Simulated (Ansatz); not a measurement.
Au:

```xyz
2
Lattice="2.9000 0.0000 0.0000 -1.4500 2.5115 0.0000 0.0000 0.0000 4.8800" Properties=species:S:1:pos:R:3 pbc="T T T"
Au    1.4500    0.8372    1.2200
Au    0.0000    1.6743    3.6600
```

This isn't the form of Au at room conditions, which is fcc.

| Quantity | Value |
| --- | --- |
| Program | Ansatz 0.2.0 |
| Task | single point |
| Functional | PBE |
| Potentials or basis | Ansatz PAW |
| Cutoff | 420 eV (not typed: the program's choice for these potentials) |
| k mesh | 11 × 11 × 6 |
| Occupations | fermi-dirac, width 0.05 eV |
| Spin | no spin polarisation |

On this cell: pressure 1.9 GPa; largest force under 0.003 eV/Å; band gap on the k mesh none (metal or under the smearing width).

The same run follows on a disturbed copy (atoms moved at random, drawn with an rms of 0.05 Å):

```xyz
2
Lattice="2.9000 0.0000 0.0000 -1.4500 2.5115 0.0000 0.0000 0.0000 4.8800" Properties=species:S:1:pos:R:3 pbc="T T T"
Au    1.4853    0.8841    1.2259
Au   -0.0274    1.6658    3.6818
```

Question: What does the disturbed cell give?

Answer: The energy (extrapolated to zero smearing) moves by +0.9 meV/atom; pressure 1.9 GPa; largest force 0.103 eV/Å; band gap on the k mesh none (metal or under the smearing width).

Forces in eV/Å, atoms in the order of the input:
```
Au  -0.030 -0.018  0.097
Au   0.030  0.018 -0.097
```

Stress tensor (GPa, compression positive):
```
 2.28  0.20 -0.08
 0.20  1.99 -0.05
-0.08 -0.05  1.49
```
